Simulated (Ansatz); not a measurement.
**HfC and its competing phases**

The calculation used DFT PBE, scalar-relativistic, plane waves, PAW in Ansatz. Settings: cutoff 420 eV, Γ-centred meshes spaced at most about 0.3 Å⁻¹, and about 0.25 Å⁻¹ or finer for metals (2π included), Gaussian smearing. No spin polarisation.

Energies over the elements count from the elements' standard structures at the same level, with no fitted energy shifts.

Temperature and zero-point effects are left out. Spin–orbit coupling, which can matter for Hf, is left out. The reference form of C is held partly by dispersion forces, which this level lacks.

The competitors are the elements and 1 reference phase of this chemical system (from databases or known types: HfC), relaxed at the same level; other known phases may be missing.

The candidate was reached from: close-packed metal layers stacked AA, repeated with a shift to B.

```xyz
4
Lattice="1.6340 0.9434 5.6219 -1.6340 0.9434 5.6219 0.0000 -1.8868 5.6219" Properties=species:S:1:pos:R:3 pbc="T T T"
Hf    0.0000    0.0000   16.7936
Hf    0.0000    0.0000    2.8634
C     0.0000    0.0000    7.0133
C     0.0000    0.0000    9.8723
```

Problem. Where does it stand against these competitors?

Solution. Not the lowest form: another structure of the same formula lies lower. Its formation energy is -0.511 eV/atom. The lowest competing phase at this composition is this:

```csv
phase,space group,source,share of atoms,ΔE_f (eV/atom)
HfC,Fm-3m (No. 225),COD,1.0000,-0.918
```

The candidate lies 0.41 eV/atom above this phase. The candidate matches no cell in the subsets of the Crystallography Open Database and the Materials Project at hand. A phase this far over the hull is unlikely to be made.
